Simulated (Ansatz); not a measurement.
`F[C](F)(F)[SnH3]` + HI → `[SnH3][I]` + trifluoromethane at 298.15 K and 1 bar (ligand exchange at the Sn–C bond).

Isolated molecules relaxed with PBE0-D4/def2-TZVP in Ansatz; ΔE leaves out vibrations. CCSD(T)/CBS is the MP2 limit (def2-TZVPP, def2-QZVPP) plus CCSD(T) − MP2 in def2-TZVPP, frozen cores. This one scheme is used for every species. Elements past krypton have def2 core potentials. For I, Sn outer-core shells are correlated without core-valence functions, which leaves a few kJ/mol of doubt a bond.

```
           species  CCSD(T)/CBS energy (Eh)  H − E (kJ/mol)  S (J/(mol·K))
`F[C](F)(F)[SnH3]`               -553.22148           108.8          344.2
                HI               -298.03592            22.7          206.5
       `[SnH3][I]`               -513.29032            68.1          295.8
          `FC(F)F`               -338.02896            78.4          259.5
```

H − E and S are ideal-gas, rigid-rotor, harmonic terms from PBE0-D4/def2-TZVP. 1 Eh = 2625.50 kJ/mol, R = 8.31446 J/(mol·K).

Question: By hand: ΔE, ΔH, ΔS and ΔG.

Answer: ΔE = (-513.29032) + (-338.02896) − (-553.22148) − (-298.03592) = -0.06188 Eh = -162.5 kJ/mol. Δ(H − E) = 68.1 + 78.4 − 108.8 − 22.7 = 15.0, so ΔH = -147.5 kJ/mol. ΔS = 295.8 + 259.5 − 344.2 − 206.5 = 4.6 J/(mol·K). ΔG = -147.5 − 298.15 × (4.6)/1000 = -148.9 kJ/mol.

Question: By hand: the equilibrium constant, and the temperature at which ΔG would vanish if ΔH and ΔS stayed fixed.

Answer: log₁₀ K = −ΔG/(RT ln 10) = 26.1. ΔH and −TΔS have one sign here, so there is no such temperature.

The number of gas molecules stays the same, so ΔS is small and ΔH decides. A doubt of 5 kJ/mol in ΔE shifts log₁₀ K by 0.9 here. These are equilibria of isolated gas molecules and say nothing of rates. Largest T1 diagnostic: 0.013 (customary marks: 0.02 for closed shells, 0.045 for open ones).

ΔS is within the doubt of such terms, so its sign, and with it that verdict, could turn.
